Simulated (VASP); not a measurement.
The system is Co.

```
Co
1.0
     2.47056    0.00000    0.00000
    -1.23528    2.13957    0.00000
     0.00000    0.00000    8.08823
Co
4
Direct
  0.66667 0.33333 0.75000
  0.00000 0.00000 0.50000
  0.33333 0.66667 0.25000
  0.00000 0.00000 0.00000
```

- Program: VASP 6.6.1
- Task: relaxation of cell and atoms
- Functional: LDA
- Potentials or basis: VASP PAW LDA potentials, release 64 (Co)
- Cutoff: 600 eV
- k mesh: 10 × 10 × 4
- Occupations: fermi-dirac, width 0.05 eV
- Spin: collinear spin, ferromagnetic start
- Starting moments: [2.0, 2.0, 2.0, 2.0] μB

At the start: pressure -14.8 GPa; volume 10.69 Å³/atom.

Problem. Where does the relaxation end?

Solution. Over 9 steps the energy falls by 35.6 meV/atom and the volume is 9.99 Å³/atom (-6.5 %); space group P6_3/mmc (No. 194, to 0.05 Å); moment 6.04 μB per cell.

Step by step:
```tsv
step	energy change (eV)	largest force (eV/Å)	pressure (GPa)	volume (Å³)
1	0.0000	0.0000	-14.77	42.75
2	0.0721	0.0000	24.37	36.94
3	-0.1403	0.0000	-0.22	39.99
4	-0.1404	0.0000	0.11	39.94
5	-0.1403	0.0000	0.47	39.88
6	-0.1423	0.0000	0.51	39.89
7	-0.1423	0.0000	0.47	39.89
8	-0.1423	0.0000	-0.65	40.04
9	-0.1424	0.0000	-0.08	39.97
```

Final structure:
```cif
data_structure
_symmetry_space_group_name_H-M 'P 1'
_symmetry_Int_Tables_number 1
_cell_length_a 2.4269
_cell_length_b 2.4269
_cell_length_c 7.8357
_cell_angle_alpha 90.000
_cell_angle_beta 90.000
_cell_angle_gamma 120.000
_cell_volume 39.97
loop_
_atom_site_label
_atom_site_type_symbol
_atom_site_fract_x
_atom_site_fract_y
_atom_site_fract_z
_atom_site_occupancy
Co1 Co 0.66667 0.33333 0.75000 1
Co2 Co 0.00000 0.00000 0.50000 1
Co3 Co 0.33333 0.66667 0.25000 1
Co4 Co 0.00000 0.00000 0.00000 1
```
